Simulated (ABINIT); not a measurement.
Wanted: the native input for an ABINIT 10.8.3 (patched build) run.

```
Task                : single point
Functional          : r2SCAN
Potentials or basis : Ansatz PAW PBE default generated set, frozen core
Cutoff              : 517 eV
k mesh              : 11 × 11 × 11
Occupations         : fermi-dirac, width 0.05 eV
Spin                : collinear spin, ferromagnetic start
Starting moments    : [3.0, 0.0] μB
Fine-grid cutoff    : 1034.03 eV
```

Crystal: FeO (Wuestite).

```xyz
2
Lattice="0.0000 2.1554 2.1554 2.1554 0.0000 2.1554 2.1554 2.1554 0.0000" Properties=species:S:1:pos:R:3 pbc="T T T"
Fe    0.0000    0.0000    0.0000
O     2.1554    2.1554    2.1554
```

These files were run (other wordings do the same):

run.abi

```
# Pseudopotentials
pp_dirpath "./"
pseudos "Fe.GGA_PBE-ansatz.xml, O.GGA_PBE-ansatz.xml"

# Structure
acell 3*1.0 Angstrom
rprim
     0.0000000000     2.1554000000     2.1554000000
     2.1554000000     0.0000000000     2.1554000000
     2.1554000000     2.1554000000     0.0000000000
ntypat 2
znucl 26 8
natom 2
typat 1 2
xred
     0.0000000000     0.0000000000     0.0000000000
     0.5000000000     0.5000000000     0.5000000000

# Plane-wave basis
ecut 19.0
pawecutdg 38.0
pawovlp 30

# k points
kptopt 1
ngkpt 11 11 11
nshiftk 1
shiftk 0.0 0.0 0.0

# Exchange and correlation
ixc -497498
usekden 1
pawxcdev 0

# Bands and occupations
nband 16
occopt 3
tsmear 0.05 eV

# Spin
nsppol 2
spinat
     0.0000000000     0.0000000000     3.0000000000
     0.0000000000     0.0000000000     0.0000000000

# SCF cycle
nstep 100
tolvrs 1.0e-7

# Output
iomode 3
prtwf 0
prteig 0
prtebands 0
enunit 2
prtden 1
prtvha 1
prtvclmb 1
prtpot 1
```

Potentials or basis: Ansatz PAW PBE default generated set, frozen core.

Run with:

```bash
$ mpirun --bind-to none -np 4 abinit run.abi > log 2>&1
```

It gave:

| Quantity | Value |
| --- | --- |
| Pressure | -6.5 GPa |
| Band gap on the k mesh | none (metal or under the smearing width) |
| Net moment | 4.00 μB per cell |
| Site moments | Fe +3.73; O +0.29 μB |

Caveat: the PAW data sets were made with another functional, which shifts forces and pressure a little; a cell with one magnetic atom can't hold antiferromagnetic order, which such compounds often take; semilocal functionals often make such compounds metallic where correlation or magnetic order opens a gap, which also shifts bond lengths; the atomic spheres overlap.

It took 2.3 min on 4 MPI ranks on Arm Neoverse V1 (shared host), peak memory 1.4 GiB a rank.
